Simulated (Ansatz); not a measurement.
# MgO: the order of phases at one pressure

Which of rocksalt, CsCl, zincblende, wurtzite, NiAs has the lowest enthalpy for MgO at one common pressure? The runs shown use PAW.

Program: Ansatz 0.2.0. Level of theory: DFT, PBE, PAW with Ansatz's default frozen-core files, scalar-relativistic. These are calculated values, not measurements.

## (1) Starting point

Symmetry: Fm-3m, No. 225, cubic system. The conventional cell has a = 4.309 Å, b = 4.309 Å, c = 4.309 Å, α = 90.00°, β = 90.00°, γ = 90.00°. Mg (site symmetry m-3m) has 6 O at 2.15 Å as nearest neighbours. Around O (site symmetry m-3m) lie 6 Mg at 2.15 Å.

As a file:

```xyz
2
Lattice="0.0000 2.1544 2.1544 2.1544 0.0000 2.1544 2.1544 2.1544 0.0000" Properties=species:S:1:pos:R:3 pbc="T T T"
Mg    0.0000    0.0000    0.0000
O     2.1544    2.1544    2.1544
```

Atoms are numbered in the order of the input: Mg1, O2.

## (2) Cell relaxed at zero pressure, PAW

Contents of input.yaml:

```yaml
crystal:
  lattice:
    - [0.0, 2.15443469, 2.15443469]
    - [2.15443469, 0.0, 2.15443469]
    - [2.15443469, 2.15443469, 0.0]
  atoms:
    - { symbol: Mg, position: [0.0, 0.0, 0.0] }
    - { symbol: O, position: [0.5, 0.5, 0.5] }
kpoints:
  mp_grid: { grid: [16, 16, 16] }
scf:
  occupations: { method: fermi_dirac, width: 0.08 }
hamiltonian:
  xc: pbe
  pseudopotentials: { kind: paw }
output:
  forces: true
  stress: true
relax:
  f_tol: 0.005
  max_steps: 40
  cell: {}
```

Launch:

```
ansatz run input.yaml --threads 1 --pin off --max-ram 3584MiB --backend cpu --events-out ev --progress --plain --runs-dir out
```

After this run come: Volume scaled by 1, to set the pressure, PAW; Rocksalt relaxed under pressure, PAW; CsCl relaxed under pressure, PAW; Zincblende relaxed under pressure, PAW; Wurtzite relaxed under pressure, PAW; NiAs relaxed under pressure, PAW.

Q: Predict the outcome of this session. Wanted: pressure; lowest.

The runs gave:

```
    quantity                                   value
    pressure                             -0.0091 GPa
lowest (PAW)  rocksalt, 67.3 meV/atom under wurtzite
```

By PAW the order is rocksalt < wurtzite < zincblende < NiAs < CsCl. Only these structures were tried, with electrons smeared by 0.08 eV and without vibrations, so the true ground state may be another. The k meshes differ between phases and weren't tested, which can move differences by some meV.
